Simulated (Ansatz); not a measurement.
A plane-wave DFT run in Ansatz 0.2.0 (scalar-relativistic PAW potentials unless the input names others): input and command.

```yaml
crystal:
  lattice:
    - [2.2015871003, -2.2015871003, 0.0]
    - [2.2015871003, 0.0, -2.2015871003]
    - [9.5403575404, 8.4393438316, 8.4393438316]
  atoms:
    - { symbol: Al, position: [0.93402014, -0.06597986, 0.3958] }
    - { symbol: Al, position: [0.2951368067, 0.2951368067, 0.2291333333] }
    - { symbol: Al, position: [0.5729034733, 0.5729034733, 0.5624666667] }
    - { symbol: Al, position: [0.85067014, 0.85067014, 0.8958] }
    - { symbol: Al, position: [0.2117868067, 0.2117868067, 0.7291333333] }
    - { symbol: Al, position: [0.6562534733, 0.6562534733, 0.0624666667] }
    - { symbol: "N", position: [0.5937409733, 0.5937409733, 0.4374666667] }
    - { symbol: "N", position: [0.95485764, -0.04514236, 0.2708] }
    - { symbol: "N", position: [0.2326243067, 0.2326243067, 0.6041333333] }
    - { symbol: "N", position: [0.5103909733, 0.5103909733, 0.9374666667] }
    - { symbol: "N", position: [-0.12849236, -0.12849236, 0.7708] }
    - { symbol: "N", position: [0.3159743067, 0.3159743067, 0.1041333333] }
basis:
  ecutwfc: 420
kpoints:
  mp_grid: { grid: [8, 8, 2] }
hamiltonian:
  xc: pbe
  dispersion: d4
scf:
  occupations: { method: fermi_dirac, width: 0.025 }
  mixing: { preconditioner: kerker }
output:
  forces: true
  eigenvalues: true
  stress: true
```

```bash
ansatz run input.yaml --threads 2 --pin off --max-ram 5120MiB --backend cpu --events-out ev --progress --plain --runs-dir out
```

Abridged log:
```
Basis set: ecut = 420 eV, 2501 PW (Γ), exchange–correlation on 48×48×216 points (8 copies of the dense FFT grid, shifted against one another)
Bands: 36, of which v1, the nominal top of the filled ones, is band 24 counted from 1 (23 counted from 0)
Symmetry: 2 space group operations
k-points: 42 of 128 (time reversal used)
SCF iter   1: F=—  HF=-5547.915213 eV  |F-HF|=—  |Δ(HF+E_count)|=         —  Δρ=1.57e-3  dr2=8.80e-3  ethr=1.77e-3  ⟨swp⟩=7.5  Hψ=7969  notcnv=0  defer=61
SCF iter   2: F=—  HF=-5547.914590 eV  |F-HF|=—  |Δ(HF+E_count)|=   6.23e-4  Δρ=7.32e-4  dr2=4.77e-3  ethr=1.83e-5  ⟨swp⟩=2.1  Hψ=2490  notcnv=0  defer=229
SCF iter   3: F=—  HF=-5547.914411 eV  |F-HF|=—  |Δ(HF+E_count)|=   1.79e-4  Δρ=3.40e-4  dr2=3.02e-3  ethr=9.93e-6  ⟨swp⟩=1.0  Hψ=1256  notcnv=0  defer=104
automatic band count: iteration 3 solves 33 bands in place of 36: the levels show a gap, and the empty bands left out lie too high to hold charge; the band table lists the bands solved (type scf.n_extra_bands for more)
SCF iter   4: F=—  HF=-5547.913928 eV  |F-HF|=—  |Δ(HF+E_count)|=   4.84e-4  Δρ=2.41e-4  dr2=1.22e-3  ethr=6.29e-6  ⟨swp⟩=1.7  Hψ=1293  notcnv=0  defer=104
SCF iter   5: F=—  HF=-5547.913761 eV  |F-HF|=—  |Δ(HF+E_count)|=   1.66e-4  Δρ=1.72e-4  dr2=4.30e-4  ethr=2.54e-6  ⟨swp⟩=2.1  Hψ=1413  notcnv=0  defer=104
SCF iter   6: F=—  HF=-5547.913712 eV  |F-HF|=—  |Δ(HF+E_count)|=   4.93e-5  Δρ=1.42e-4  dr2=2.13e-4  ethr=8.96e-7  ⟨swp⟩=2.0  Hψ=1935  notcnv=0  defer=104
SCF iter   7: F=—  HF=-5547.913670 eV  |F-HF|=—  |Δ(HF+E_count)|=   4.19e-5  Δρ=7.49e-5  dr2=5.34e-5  ethr=4.43e-7  ⟨swp⟩=2.2  Hψ=1708  notcnv=0  defer=104
SCF iter   8: F=—  HF=-5547.913625 eV  |F-HF|=—  |Δ(HF+E_count)|=   4.54e-5  Δρ=4.67e-5  dr2=5.16e-6  ethr=1.11e-7  ⟨swp⟩=2.4  Hψ=2011  notcnv=0  defer=114
SCF iter   9: F=—  HF=-5547.913624 eV  |F-HF|=—  |Δ(HF+E_count)|=   7.02e-7  Δρ=2.86e-5  dr2=1.12e-6  ethr=1.07e-8  ⟨swp⟩=2.0  Hψ=2207  notcnv=0  defer=114
SCF iter  10: F=—  HF=-5547.913624 eV  |F-HF|=—  |Δ(HF+E_count)|=   2.18e-7  Δρ=6.79e-6  dr2=1.08e-7  ethr=2.34e-9  ⟨swp⟩=2.0  Hψ=2223  notcnv=0  defer=114
SCF iter  11: F=-5547.913624 eV  HF=-5547.913624 eV  |F-HF|=2.14e-8  |Δ(HF+E_count)|=   8.52e-9  Δρ=3.31e-6  dr2=2.76e-8  ethr=2.08e-10  ⟨swp⟩=10.9  Hψ=5424  notcnv=0
SCF 1 converged in 11 iterations: F = -5547.913624 eV  dr2 = 2.76e-8
SCF converged after 11 iterations
Free energy (F): -5547.913624 eV
Harris-Foulkes:  -5547.913624 eV  (|F-HF|=2.14e-8)
Internal energy: -5547.913624 eV  (E = F + TS)
E sigma→0 (E₀):  -5547.913624 eV
Fermi energy:    8.538500 eV
  E_disp       = -3.602607  (pairwise vdW)
--- Forces (eV/Å), atoms counted from 1 ---
  atom   1  Al     0.02368557     0.02910469     0.02910469
  atom   2  Al     0.02095473     0.11148928     0.11148928
  atom   3  Al     0.02703399     0.02795498     0.02795498
  atom   4  Al    -0.21357436    -0.60622957    -0.60622957
  atom   5  Al     0.02159582     0.03707526     0.03707526
  atom   6  Al    -1.14291742     0.50499077     0.50499077
  atom   7  N     -0.02789929    -0.02627802    -0.02627802
  atom   8  N     -0.03908782    -0.01429040    -0.01429040
  atom   9  N     -0.02276865    -0.03003936    -0.03003936
  atom  10  N      1.48698539    -0.44920830    -0.44920830
  atom  11  N      0.00990191    -0.06491156    -0.06491156
  atom  12  N     -0.14389997     0.48034305     0.48034305
--- Stress (GPa, compression-positive) ---
      -10.391963       0.209832       0.209832
        0.209834      -2.029280       4.308035
        0.209834       4.308035      -2.029280
  P = ⅓ Tr σ = -4.8168 GPa (-48.168 kbar)
```

Apart from outputs and empty bands, the input differs from a reference run on usual settings in scf.occupations.method: "gaussian" → "fermi_dirac"; scf.occupations.width: 0.05 → 0.025; hamiltonian.dispersion: not typed → "d4"; scf.mixing.preconditioner: not typed → "kerker". The reference, at the same geometry (not necessarily relaxed), gave pressure -0.37 GPa, largest force 1.611 eV/Å, gap on the mesh 2.82 eV. This run converged in 11 SCF iterations (reference: 6) with an energy at zero smearing 300 meV/atom below the reference's (the Hamiltonian itself differs), pressure -4.82 GPa, largest force 1.617 eV/Å, gap on the mesh 2.82 eV.

The run took 9.1 s on 2 threads of Arm Neoverse V2 (shared host), peak memory 0.42 GiB.